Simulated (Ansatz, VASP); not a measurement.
## Two plane-wave programs on Ru

```
CELL_PARAMETERS angstrom
2.64637 0.00000 0.00000
-1.32318 2.29182 0.00000
0.00000 0.00000 4.53323
ATOMIC_POSITIONS crystal
Ru 0.33333 0.66667 0.25000
Ru 0.66667 0.33333 0.75000
```

Alike in both runs: task single point; functional PBEsol; k mesh 21 × 21 × 12; occupations gaussian, width 0.15 eV; no spin polarisation.

|  | VASP | Ansatz |
| --- | --- | --- |
| version | VASP 6.6.1 | Ansatz 0.2.0 |
| potentials or method | VASP PAW PBE potentials, release 64 (Ru_pv) | scalar-relativistic, plane waves, PAW |
| plane-wave cutoff (eV) | 520 | 420 |
| valence electrons in the cell | 28 | 32 |

Ansatz gave:

| Property | Result |
| --- | --- |
| gap on the k mesh at the Fermi level (eV) | none |
| pressure (GPa) | -8.6 |
| largest component of the traceless stress (GPa) | 24.61 |

**Question.** Which values does VASP return?

**Answer.** gap on the k mesh at the Fermi level (eV): none; pressure (GPa): -8.7; largest component of the traceless stress (GPa): 24.57.

A gap of «none» marks a metal or a gap that the smearing closes. The two sets of potentials don't hold the same shells in valence. Ansatz warned: «pseudo_functional_mismatch».

Caveats: the PAW data sets were made with another functional, which shifts forces and pressure a little (VASP).
